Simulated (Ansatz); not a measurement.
# SiO2 with one O vacancy: vacancy hop, part 1 of 2

How high is the barrier for the vacancy hop? Relax the two ends, then run a nudged elastic band between them. Host space group C2/c.

All numbers below are computed with Ansatz 0.2.0 (DFT PBEsol, plane waves, PAW, scalar-relativistic, no spin polarisation).

### Step 1. The system as given

The cell holds 17 atoms (O11Si6): a = 7.321 Å, b = 7.321 Å, c = 8.737 Å, α = 126.46°, β = 126.46°, γ = 38.85°.

Its coordinates follow in the input file.

### Step 2. End point A

Contents of input.yaml:

```yaml
crystal:
  lattice:
    - [6.903997, -2.4346, 0.0]
    - [6.903997, 2.4346, 0.0]
    - [-5.505606, 0.0, 6.784189]
  atoms:
    - { symbol: Si, position: [0.0143194, 0.9868547, 0.7489479] }
    - { symbol: Si, position: [0.9734465, 0.0207811, 0.2454927] }
    - { symbol: Si, position: [0.9248205, 0.4145781, 0.1588427] }
    - { symbol: Si, position: [0.5803146, 0.0776766, 0.3439413] }
    - { symbol: Si, position: [0.0823265, 0.5843725, 0.8471117] }
    - { symbol: Si, position: [0.4282576, 0.9166839, 0.6595228] }
    - { symbol: O, position: [0.2250891, 0.3578824, 0.312922] }
    - { symbol: O, position: [0.6448666, 0.7703381, 0.1933406] }
    - { symbol: O, position: [0.7705037, 0.6539931, 0.6870398] }
    - { symbol: O, position: [0.3457724, 0.2234905, 0.8109028] }
    - { symbol: O, position: [0.9295153, 0.2741825, 0.9314396] }
    - { symbol: O, position: [0.7295821, 0.0591381, 0.5557222] }
    - { symbol: O, position: [0.0755961, 0.7237989, 0.0656854] }
    - { symbol: O, position: [0.8486122, 0.2945711, 0.2033584] }
    - { symbol: O, position: [0.7178855, 0.1535272, 0.3050442] }
    - { symbol: O, position: [0.1552408, 0.703577, 0.8021627] }
    - { symbol: O, position: [0.2998275, 0.8399273, 0.7002163] }
basis:
  ecutwfc: 420.0
kpoints:
  mp_grid: { grid: [2, 2, 2] }
hamiltonian:
  xc: pbesol
  pseudopotentials: { kind: paw, azcp: { folder: soft_1 } }
scf:
  occupations: { method: fermi_dirac, width: 0.05 }
  lower_state_search: "off"
relax:
  f_tol: 0.03
  max_steps: 60
  adjacent_minimum: "off"
output:
  write_density: true
  write_potential: true
  elf: true
  volumetric_format: npy
```

Command:

```sh
$ ansatz run input.yaml --threads 1 --pin off --max-ram 3072MiB --backend cpu --events-out ev --progress --plain --runs-dir out
```

Standard output, shortened:

```text
Warning: <dir> the record states the generating functional pbe (its physics header spells it `PBE`), which answers neither for hamiltonian.xc's functional nor for the pbesol family's — results may be inconsistent (PPs are generated against a specific XC)
[...]
Warning: RAYON_NUM_THREADS=1 ignored (pool sized by the plan → 1); use --threads N
[...]
Pseudopotentials: kind: paw
Pseudopotential: Si, paw, valence charge 4, recommended cutoff 420 eV (normal), <dir>
Pseudopotential: O, paw, valence charge 6, recommended cutoff 420 eV (normal), <dir>
Functional definition: PBEsol
[...]
Crystal: 17 atoms, lattice volume = 228.064 Å³
Basis set: ecut = 420 eV, 4451 PW (Γ), exchange–correlation on 100×100×120 points (8 copies of the dense FFT grid, shifted against one another)
[...]
Space group: P1 (ITA 1), of the structure as read, at distance tolerance 6.1e-5 Å
k-points: 8
[...]
SCF iter   1: F=—  HF=-9922.014596 eV  |F-HF|=—  |Δ(HF+E_count)|=         —  Δρ=1.18e-1  dr2=2.86e1  ethr=3.10e-3  ⟨swp⟩=6.2  Hψ=2357  notcnv=0  defer=53
[...]
relax step   1: F+E_penalty+E_count = -9914.00305089 eV  Δ(F+E_penalty+E_count) = +0.000e0 eV  max|allowed force component| = 4.349e0 eV/Å  Δτ_max = 0.0000 Å  (8 SCF iters, dr2 threshold 2.25e-5 eV, accepted)
[...]
relax step   4: F+E_penalty+E_count = -9915.96611846 eV  Δ(F+E_penalty+E_count) = -1.621e-1 eV  max|allowed force component| = 3.653e-1 eV/Å  Δτ_max = 0.2000 Å  (6 SCF iters, dr2 threshold 1.00e-4 eV, accepted)
[...]
relax step   5: F+E_penalty+E_count = -9915.99857499 eV  Δ(F+E_penalty+E_count) = -3.246e-2 eV  max|allowed force component| = 1.327e-1 eV/Å  Δτ_max = 0.1003 Å  (6 SCF iters, dr2 threshold 8.34e-6 eV, accepted)
SCF iter   1: F=—  HF=-9916.003470 eV  |F-HF|=—  |Δ(HF+E_count)|=         —  Δρ=2.31e-3  dr2=8.46e-3  ethr=8.63e-5  ⟨swp⟩=3.2  Hψ=1078  notcnv=0  defer=98
```

### Step 3. More of the same log: end point A relaxed

The log, continued:

```text
preconditioner: auto → Resta (q_TF=auto, 2.337 Å⁻¹)  ε∞=3.1  [insulator: Δε(μ)=5.153 eV  Ē_g=16.038 eV  σ=0.050 eV  W_gap=1.00  n_scr=48 (ndim 8)  ℏωp=23.3 eV  f_vac=0.119  D(μ)=0.00/eV (n_scr^D=0)  ε∞_Penn≈3.1]
SCF iter   2: F=—  HF=-9916.001262 eV  |F-HF|=—  |Δ(HF+E_count)|=   2.21e-3  Δρ=1.21e-3  dr2=2.32e-3  ethr=9.39e-6  ⟨swp⟩=2.1  Hψ=839  notcnv=0  defer=98
SCF iter   3: F=—  HF=-9916.000708 eV  |F-HF|=—  |Δ(HF+E_count)|=   5.54e-4  Δρ=3.59e-4  dr2=2.01e-4  ethr=2.58e-6  ⟨swp⟩=2.0  Hψ=670  notcnv=0  defer=98
SCF iter   4: F=—  HF=-9916.000766 eV  |F-HF|=—  |Δ(HF+E_count)|=   5.78e-5  Δρ=9.29e-5  dr2=1.32e-5  ethr=2.23e-7  ⟨swp⟩=2.0  Hψ=720  notcnv=0  defer=98
SCF iter   5: F=—  HF=-9916.000770 eV  |F-HF|=—  |Δ(HF+E_count)|=   3.42e-6  Δρ=2.63e-5  dr2=1.51e-6  ethr=1.47e-8  ⟨swp⟩=2.2  Hψ=680  notcnv=0  defer=98
SCF iter   6: F=-9916.000770 eV  HF=-9916.000770 eV  |F-HF|=5.92e-8  |Δ(HF+E_count)|=   3.61e-7  Δρ=1.28e-5  dr2=3.32e-7  ethr=1.22e-9  ⟨swp⟩=10.9  Hψ=3616  notcnv=0
SCF 6 converged in 6 iterations: F = -9916.000770 eV  dr2 = 3.32e-7
relax step   6: F+E_penalty+E_count = -9916.00076982 eV  Δ(F+E_penalty+E_count) = -2.195e-3 eV  max|allowed force component| = 4.195e-2 eV/Å  Δτ_max = 0.0285 Å  (6 SCF iters, dr2 threshold 1.10e-6 eV, accepted)
SCF iter   1: F=—  HF=-9916.001698 eV  |F-HF|=—  |Δ(HF+E_count)|=         —  Δρ=9.53e-4  dr2=1.38e-3  ethr=1.58e-5  ⟨swp⟩=3.0  Hψ=1056  notcnv=0  defer=98
preconditioner: auto → Resta (q_TF=auto, 2.337 Å⁻¹)  ε∞=3.1  [insulator: Δε(μ)=5.143 eV  Ē_g=16.035 eV  σ=0.050 eV  W_gap=1.00  n_scr=48 (ndim 8)  ℏωp=23.3 eV  f_vac=0.118  D(μ)=0.00/eV (n_scr^D=0)  ε∞_Penn≈3.1]
SCF iter   2: F=—  HF=-9916.001342 eV  |F-HF|=—  |Δ(HF+E_count)|=   3.55e-4  Δρ=5.03e-4  dr2=3.83e-4  ethr=1.54e-6  ⟨swp⟩=2.4  Hψ=842  notcnv=0  defer=98
SCF iter   3: F=—  HF=-9916.001253 eV  |F-HF|=—  |Δ(HF+E_count)|=   8.93e-5  Δρ=1.44e-4  dr2=3.23e-5  ethr=4.25e-7  ⟨swp⟩=2.0  Hψ=677  notcnv=0  defer=98
SCF iter   4: F=—  HF=-9916.001348 eV  |F-HF|=—  |Δ(HF+E_count)|=   9.45e-5  Δρ=3.81e-5  dr2=2.17e-6  ethr=3.58e-8  ⟨swp⟩=2.0  Hψ=730  notcnv=0  defer=98
SCF iter   5: F=—  HF=-9916.001348 eV  |F-HF|=—  |Δ(HF+E_count)|=   6.47e-7  Δρ=8.35e-6  dr2=1.97e-7  ethr=2.41e-9  ⟨swp⟩=2.0  Hψ=660  notcnv=0  defer=98
SCF iter   6: F=-9916.001348 eV  HF=-9916.001348 eV  |F-HF|=1.38e-9  |Δ(HF+E_count)|=   1.00e-7  Δρ=4.18e-6  dr2=3.47e-8  ethr=1.11e-10  ⟨swp⟩=10.0  Hψ=3262  notcnv=0
SCF 7 converged in 6 iterations: F = -9916.001348 eV  dr2 = 3.47e-8
relax step   7: F+E_penalty+E_count = -9916.00134827 eV  Δ(F+E_penalty+E_count) = -5.784e-4 eV  max|allowed force component| = 1.437e-2 eV/Å  Δτ_max = 0.0127 Å  (6 SCF iters, accepted)
NSCF: frozen V_eff on 8 k-points
the band table was solved once a step of the walk had ended and its energy, with any forces and stress, was formed, with the checks that follow a solve (3121 applications of the Hamiltonian). They found nothing against the state; the energy, forces and stress were not computed again (output.eigenvalues in the input reference)
SCF converged after 6 iterations
Free energy (F): -9916.001348 eV
Harris-Foulkes:  -9916.001348 eV  (|F-HF|=1.38e-9)
Internal energy: -9916.001348 eV  (E = F + TS)
E sigma→0 (E₀):  -9916.001348 eV
Fermi energy:    5.304345 eV
--- Per-component energies (eV) ---
  E_band       = -410.807838
  E_kinetic    = 2147.094966
  E_local      = -5629.058426  (includes V_loc(G=0)·N_el)
  E_nonlocal   = 711.929437
  E_hartree    = 2075.365639
  E_xc         = -1117.555202
  E_vxc        = -1290.450385  (∫ρ·V_xc dr)
  E_paw        = -4725.022543  (= ΣΔE_a)
  E_vpaw       = -501.067355  (= ΣTr[D̂ρ^β])
  E_aug_tail   = 0.009131  (compensation charges beyond the density's cutoff)
  E_ewald      = -3379.341882
  E_core_change = 0.577531  (= ΣΔE_core)
  E_smearing   = -0.000000  (= −TS)
  E_closure    = 0.000000  (closes the sum)
  Σ components = -9916.001348   (vs F -9916.001348, Δ=0.00e0)
--- Forces (eV/Å), atoms counted from 1 ---
  atom   1  Si    -0.00171083    -0.00124529    -0.00126029
  atom   2  Si     0.00027619    -0.00774059    -0.00023195
  atom   3  Si     0.00283289     0.00104182    -0.00070214
  atom   4  Si     0.00025811     0.00195535     0.00387399
  atom   5  Si    -0.00405236    -0.00649985    -0.00015939
  atom   6  Si     0.00025455     0.01117922     0.01436841
  atom   7  O     -0.00097390     0.00065624    -0.00218290
  atom   8  O     -0.00116584    -0.00157133     0.00200190
  atom   9  O     -0.00505262     0.00594748    -0.00765310
  atom  10  O      0.00467248    -0.00011846    -0.00416184
  atom  11  O     -0.00005518    -0.00262251     0.00067093
  atom  12  O      0.00015127     0.00081870    -0.00284735
  atom  13  O      0.00073449     0.00198089     0.00320135
  atom  14  O     -0.00859789    -0.00348112     0.00433097
  atom  15  O      0.00397014     0.00322492    -0.00265801
  atom  16  O      0.00483192     0.00055446    -0.00174198
  atom  17  O      0.00362112    -0.00407450    -0.00482772
  max |Σ_I F_I| component: 2.09e-5 eV/Å
--- Band table (eV; the first three rows and the last of 8) ---
  k-point 0: bands = ["-17.1146", "-16.5654", "-16.0110", "-15.7138", "-15.6705", "-15.3919", "-15.1127", "-15.0744", "-15.0022", "-14.9142", "-14.7694", "-6.4289", "-6.0725", "-5.7905", "-5.1960", "-4.0418", "-3.2813", "-3.1726", "-3.1115", "-3.0007", "-2.9143", "-2.7584", "-1.7567", "-1.2317", "-1.0114", "-0.8295", "-0.4528", "-0.2605", "-0.0984", "0.1015", "0.2026", "0.4165", "0.6836", "0.7616", "0.7923", "0.9097", "0.9413", "1.0144", "1.2468", "1.3644", "1.4549", "1.6276", "1.7482", "1.9131", "2.3689", "8.3678", "8.5958", "8.9533", "9.3508", "10.9553", "11.3385", "11.4966", "11.5375", "11.8270", "11.9361", "12.2945", "12.3599", "12.6053", "12.8811", "13.0486", "13.1246", "13.3607"]
  k-point 1: bands = ["-16.9218", "-16.7861", "-16.1568", "-15.8263", "-15.3849", "-15.3286", "-15.1185", "-15.0648", "-15.0207", "-14.9436", "-14.7712", "-6.5721", "-6.1910", "-5.6930", "-5.0651", "-3.8072", "-3.4006", "-3.2747", "-3.0384", "-2.9636", "-2.9492", "-2.8182", "-1.7196", "-1.1937", "-0.9497", "-0.6459", "-0.4969", "-0.3626", "-0.2237", "-0.1418", "0.2921", "0.4381", "0.6015", "0.6621", "0.7656", "0.8163", "0.9130", "1.0609", "1.1716", "1.3337", "1.5401", "1.6221", "1.8136", "2.0192", "2.7182", "7.8666", "8.7639", "9.1025", "9.6896", "10.3972", "11.3116", "11.5402", "11.6646", "11.9041", "11.9739", "12.1512", "12.3667", "12.6184", "12.8987", "12.9779", "13.1562", "13.4789"]
  k-point 2: bands = ["-16.7434", "-16.2654", "-16.1672", "-16.0779", "-15.7527", "-15.4504", "-15.1588", "-15.0521", "-15.0143", "-14.9503", "-14.9175", "-6.4464", "-5.7361", "-5.3017", "-5.0263", "-4.5285", "-3.4931", "-3.2620", "-3.0465", "-2.9696", "-2.7437", "-2.4552", "-1.6909", "-1.1106", "-0.8959", "-0.7452", "-0.6451", "-0.3846", "-0.1990", "-0.0389", "0.0985", "0.2808", "0.4460", "0.5699", "0.7030", "0.7247", "0.9266", "1.1457", "1.2535", "1.2646", "1.3397", "1.4365", "1.8364", "2.0905", "2.4643", "8.3907", "9.1877", "9.2609", "10.3939", "10.8225", "11.2154", "11.3702", "11.5420", "11.8319", "12.0255", "12.3200", "12.3883", "12.6518", "12.9404", "13.0640", "13.2057", "13.4537"]
  k-point 7: bands = ["-16.9888", "-16.5947", "-16.1522", "-16.1148", "-15.3995", "-15.1746", "-15.1317", "-15.0511", "-14.9864", "-14.9397", "-14.7699", "-6.9219", "-6.4050", "-5.1278", "-4.5943", "-3.8185", "-3.8028", "-3.3340", "-3.1628", "-2.9422", "-2.8589", "-2.7926", "-1.8464", "-1.2121", "-0.6808", "-0.6171", "-0.5423", "-0.3482", "-0.0530", "-0.0223", "0.0799", "0.2954", "0.4742", "0.5429", "0.6651", "0.8018", "1.0140", "1.0621", "1.2990", "1.4317", "1.5049", "1.6539", "1.8305", "2.0666", "2.4372", "8.2564", "8.4732", "9.4030", "10.0112", "10.1248", "11.2743", "11.5639", "11.6960", "11.7768", "11.9364", "12.1115", "12.3905", "12.4824", "12.6939", "12.8072", "13.2979", "13.4584"]
--- Relaxed structure (7 steps of the walk, 7 accepted, 0 SCFs on fresh bases) ---
  F+E_penalty+E_count = -9916.00134827 eV   max|allowed force component| = 1.437e-2 eV/Å
  atoms:
    - { symbol: Si, position: [0.00968892701660451, 0.9898405163621209, 0.7514078819034906] }
    - { symbol: Si, position: [1.0420876395293812, -0.021614154554145656, 0.2767661027967459] }
    - { symbol: Si, position: [0.9314758252270854, 0.41217970995624764, 0.16855415605357746] }
    - { symbol: Si, position: [0.5903665453452409, 0.08142366005798152, 0.3483098727423305] }
    - { symbol: Si, position: [0.060251487515284086, 0.5956380202986171, 0.8345658274169354] }
    - { symbol: Si, position: [0.37567500102976104, 0.9221928259659008, 0.6162585846365182] }
    - { symbol: O, position: [0.2328403728523072, 0.370259162578449, 0.30366921700357813] }
    - { symbol: O, position: [0.6425283556812371, 0.7730037238002951, 0.20721938174774313] }
    - { symbol: O, position: [0.7448509580998974, 0.6691893344930069, 0.6766433085173791] }
    - { symbol: O, position: [0.31459672917399495, 0.2324876585721368, 0.7702359936607689] }
    - { symbol: O, position: [0.9234098024367994, 0.28198337195811646, 0.9390649726714926] }
    - { symbol: O, position: [0.7025084675876196, 0.09102726083177146, 0.5754416100217392] }
    - { symbol: O, position: [0.09297178885422103, 0.7070825433330236, 0.07046320167134608] }
    - { symbol: O, position: [0.9279661768323899, 0.24702890257308435, 0.231980778894476] }
    - { symbol: O, position: [0.7532258484123977, 0.11737203132712833, 0.3131567622976856] }
    - { symbol: O, position: [0.14040636994321085, 0.7252700777244236, 0.8071651598228866] }
    - { symbol: O, position: [0.2611261044625689, 0.8610084547218427, 0.680790288141308] }
```

Run time: 48 s. Hardware: 1 thread of Arm Neoverse V1, shared host; peak memory 0.49 GiB.

Step by step:

```csv
step,energy from step 1 (eV/cell),largest force component (eV/Å)
1,0.0000,4.3490
2,-1.2787,2.6109
3,-1.8009,1.6809
4,-1.9631,0.3653
5,-1.9955,0.1327
6,-1.9977,0.0420
7,-1.9983,0.0144
```

Step 1 is the start.

The atom that moved most is O14, by 0.37 Å.

### Step 4. End point B

The second end starts from a geometry with the move made by hand.

Contents of input.yaml:

```yaml
crystal:
  lattice:
    - [6.903997, -2.4346, 0.0]
    - [6.903997, 2.4346, 0.0]
    - [-5.505606, 0.0, 6.784189]
  atoms:
    - { symbol: Si, position: [0.02739996, 0.97259996, 0.74999999] }
    - { symbol: Si, position: [0.97259997, 0.02739997, 0.25] }
    - { symbol: Si, position: [0.91959995, 0.41679995, 0.1579] }
    - { symbol: Si, position: [0.58319998, 0.08039998, 0.3421] }
    - { symbol: Si, position: [0.08039998, 0.58319998, 0.84209999] }
    - { symbol: Si, position: [0.41679995, 0.91959995, 0.65789999] }
    - { symbol: O, position: [0.22339998, 0.35219998, 0.3097] }
    - { symbol: O, position: [0.64779995, 0.77659995, 0.1903] }
    - { symbol: O, position: [0.77659995, 0.64779995, 0.69029999] }
    - { symbol: O, position: [0.35219998, 0.22339998, 0.80969999] }
    - { symbol: O, position: [0.92939996, 0.27099996, 0.93239999] }
    - { symbol: O, position: [0.72899997, 0.07059997, 0.56759999] }
    - { symbol: O, position: [0.27099996, 0.92939996, 0.4324] }
    - { symbol: O, position: [0.83789996, 0.29709996, 0.1972] }
    - { symbol: O, position: [0.70289997, 0.16209997, 0.3028] }
    - { symbol: O, position: [0.16209997, 0.70289997, 0.80279999] }
    - { symbol: O, position: [0.29709996, 0.83789996, 0.69719999] }
basis:
  ecutwfc: 420.0
kpoints:
  mp_grid: { grid: [2, 2, 2] }
hamiltonian:
  xc: pbesol
  pseudopotentials: { kind: paw, azcp: { folder: soft_1 } }
scf:
  occupations: { method: fermi_dirac, width: 0.05 }
  lower_state_search: "off"
relax:
  f_tol: 0.03
  max_steps: 60
  adjacent_minimum: "off"
```

Command:

```sh
$ ansatz run input.yaml --threads 1 --pin off --max-ram 3072MiB --backend cpu --events-out ev --progress --plain --runs-dir out
```

Standard output, shortened:

```text
Warning: <dir> the record states the generating functional pbe (its physics header spells it `PBE`), which answers neither for hamiltonian.xc's functional nor for the pbesol family's — results may be inconsistent (PPs are generated against a specific XC)
[...]
Warning: RAYON_NUM_THREADS=1 ignored (pool sized by the plan → 1); use --threads N
[...]
[... 4 set-up lines as earlier in the session ...]
[...]
relax step   2: F+E_penalty+E_count = -9915.67401471 eV  Δ(F+E_penalty+E_count) = -7.295e-1 eV  max|allowed force component| = 1.747e0 eV/Å  Δτ_max = 0.1964 Å  (7 SCF iters, dr2 threshold 1.00e-4 eV, accepted)
[...]
relax step   3: F+E_penalty+E_count = -9915.90755414 eV  Δ(F+E_penalty+E_count) = -2.335e-1 eV  max|allowed force component| = 4.344e-1 eV/Å  Δτ_max = 0.2000 Å  (7 SCF iters, dr2 threshold 1.00e-4 eV, accepted)
[...]
SCF iter   6: F=-9915.968560 eV  HF=-9915.968560 eV  |F-HF|=3.73e-7  |Δ(HF+E_count)|=   7.08e-6  Δρ=6.48e-5  dr2=9.08e-6  ethr=1.31e-8  ⟨swp⟩=5.1  Hψ=1879  notcnv=0
[...]
```

(Continued in part 2 of 2.)
